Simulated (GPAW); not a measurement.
A run of GPAW 26.7.0:

run.py

```python
from ase.dft.bandgap import bandgap
from ase.io import read, write
from ase.units import GPa
from gpaw import GPAW, PW

atoms = read('POSCAR')

calc = GPAW(mode=PW(600),
            xc='RPBE',
            kpts={'size': (8, 8, 8), 'gamma': True},
            occupations={'name': 'methfessel-paxton', 'order': 0, 'width': 0.02},
            nbands=17,
            convergence={'density': 1e-05, 'energy': 1e-05},
            maxiter=150,
            txt='gpaw.txt')
atoms.calc = calc
energy = atoms.get_potential_energy()
forces = atoms.get_forces()
stress = atoms.get_stress()
calc.write('gs.gpw')
write('result.traj', atoms)
print(f'Energy: {energy:.6f} eV')
print('Forces (eV/A):')
print(forces.round(4))
print('Stress (GPa):', (stress / GPa).round(3))
print('Fermi level:', round(calc.get_fermi_level(), 4), 'eV')
print(f'Gap: {bandgap(calc)[0]:.4f} eV, direct: {bandgap(calc, direct=True)[0]:.4f} eV')
```

The input POSCAR:

```
TiAl
1.0
    3.1790640000      0.0000000000      0.0000000000
    0.0000000000      3.1790640000      0.0000000000
    0.0000000000      0.0000000000      3.1790640000
Ti Al
1 1
Direct
    0.0000000000      0.0000000000      0.0000000000
    0.5000000000      0.5000000000      0.5000000000
```

Potentials or basis: the program's PAW data sets (release 1.2.1) made for this functional, pw.

Command:

```sh
$ OMP_NUM_THREADS=1 python run.py
```

Hardware: 1 thread of Arm Neoverse V1, on a shared host.

Question: How long does it take, and how much memory?

Answer: Run time: 12 s on 1 thread of Arm Neoverse V1, with other jobs on the host, peak memory 0.14 GiB. Counts: scf iterations 9, plane waves 1108, bands 17, k points 35.
